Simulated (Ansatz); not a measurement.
# PbS: start and end of a relaxation

Recipe of this trial structure of PbS: 5-connected net, two elements alternating (P6_3/mmc, No. 194). Its size is a rough estimate.

start.cif

```cif
data_structure
_symmetry_space_group_name_H-M 'P 1'
_symmetry_Int_Tables_number 1
_cell_length_a 4.3726
_cell_length_b 4.3726
_cell_length_c 5.2628
_cell_angle_alpha 90.000
_cell_angle_beta 90.000
_cell_angle_gamma 120.000
_cell_volume 87.14
loop_
_atom_site_label
_atom_site_type_symbol
_atom_site_fract_x
_atom_site_fract_y
_atom_site_fract_z
_atom_site_occupancy
Pb1 Pb 0.33333 0.66667 0.25000 1
Pb2 Pb 0.66667 0.33333 0.75000 1
S1 S 0.66667 0.33333 0.25000 1
S2 S 0.33333 0.66667 0.75000 1
```

Theory: Ansatz 0.2.0, DFT PBE, scalar-relativistic, plane waves, PAW. Cutoff 420 eV, Gaussian smearing, Γ-centred meshes. Cell and atoms relax first on a coarse mesh and then on a converged one. In between, the cell is made exact in the group found at 0.06 Å. The steps can't lower the symmetry of their start. No spin polarisation.

end.cif

```cif
data_structure
_symmetry_space_group_name_H-M 'P 1'
_symmetry_Int_Tables_number 1
_cell_length_a 5.0309
_cell_length_b 5.0309
_cell_length_c 6.0231
_cell_angle_alpha 90.000
_cell_angle_beta 90.000
_cell_angle_gamma 120.000
_cell_volume 132.02
loop_
_atom_site_label
_atom_site_type_symbol
_atom_site_fract_x
_atom_site_fract_y
_atom_site_fract_z
_atom_site_occupancy
Pb1 Pb 0.33333 0.66667 0.25000 1
Pb2 Pb 0.66667 0.33333 0.75000 1
S1 S 0.66667 0.33333 0.25000 1
S2 S 0.33333 0.66667 0.75000 1
```

The symmetry stays P6_3/mmc (No. 194). The volume per atom grows by 51.5 %, from 21.8 to 33.0 Å³. The shortest distance goes from 2.52 Å (Pb–S) to 2.90 Å (Pb–S). The energy falls by about 0.99 eV/atom (the start's value is from the coarse mesh).

For PbS, the volume per atom is 33.01 Å³, the density is 6.02 g/cm³ and the formation energy is −0.475 eV/atom. The gap on the 6×6×6 mesh of the 4-atom cell is 1.45 eV.

The zero of energy is the elements' standard structures at the same level; no fitted shifts are applied. It lies below the elements, which doesn't yet make it stable against other compounds or structures.

The last run used Gaussian smearing of 0.02 eV. Spin–orbit coupling, which can matter for Pb, is left out. Kohn–Sham gaps at this level usually fall short of measured ones. The missing spin–orbit coupling can work the other way here. The reference form of S is held partly by dispersion forces, which this level lacks. A later test with randomly moved atoms led to a structure 75 meV/atom lower, so this end is a saddle point or a shallow minimum. In all, the 3 runs took 22 s on 1 thread of Intel(R) Xeon(R) 6975P-C (Granite Rapids), on a shared host.
